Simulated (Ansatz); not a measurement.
## Optical constants of InP

All numbers below come from DFT PBE, scalar-relativistic, plane waves, PAW in Ansatz 0.2.0. Plane waves to 420 eV; Γ-centred k mesh 14×14×14; Fermi-Dirac smearing of 0.15 eV. No spin polarisation.

The cell, relaxed at this level:
```
In P
1.0
     0.00000    2.77198    2.77198
     2.77198    0.00000    2.77198
     2.77198    2.77198    0.00000
In P
1 1
Direct
  0.00000 0.00000 0.00000
  0.50000 0.50000 0.50000
```

In a metal these results depend on the k mesh and the smearing.

Independent-particle response (no local fields, no excitons) on a 22×22×22 mesh, broadened by 0.1 eV; the Drude term is undamped and its weight carries the smearing above, which sets much of it in a semimetal. The run couldn't bound its error over part or most of this range, so small peaks and near ties are unsure. Light polarised along z. ε₁ lacks the small share of bands above those solved.

**Question.** Tabulate ε₁ and ε₂ against photon energy.

**Answer.**
```
E (eV)       ε₁     ε₂
   0.2  -981.80  36.63
   0.6  -102.57   4.89
   1.0   -22.50   1.82
   1.4     3.21   2.14
   1.8    23.00  11.89
   2.2    18.08  35.63
   2.6    -0.59  38.70
   3.0   -17.83  24.52
   3.4   -12.61  14.09
   3.8   -10.53  10.21
   4.2    -8.27   7.34
   4.6    -5.94   5.92
   5.0    -5.40   6.00
   5.4    -5.39   3.68
   5.8    -2.72   2.75
   6.2    -0.41   5.94
   6.6    -3.68   5.66
   7.0    -4.34   3.79
   7.4    -3.52   2.97
   7.8    -3.21   2.43
   8.2    -2.85   1.96
   8.6    -2.47   1.72
   9.0    -2.20   1.51
   9.4    -1.96   1.31
   9.8    -1.79   1.18
  10.2    -1.62   1.04
  10.6    -1.46   0.90
  11.0    -1.30   0.75
  11.4    -1.16   0.64
  11.8    -1.01   0.53
```

**Question.** Where is the highest local maximum of ε₂ between 0.3 and 12 eV?

**Answer.** At 2.5 eV, where ε₂ = 39.0.

This rock-salt form isn't the usual stable structure of the compound.

Cost: 1 run of about 0.82 core-minutes, on Intel Xeon Platinum 8488C (Sapphire Rapids) (shared hosts).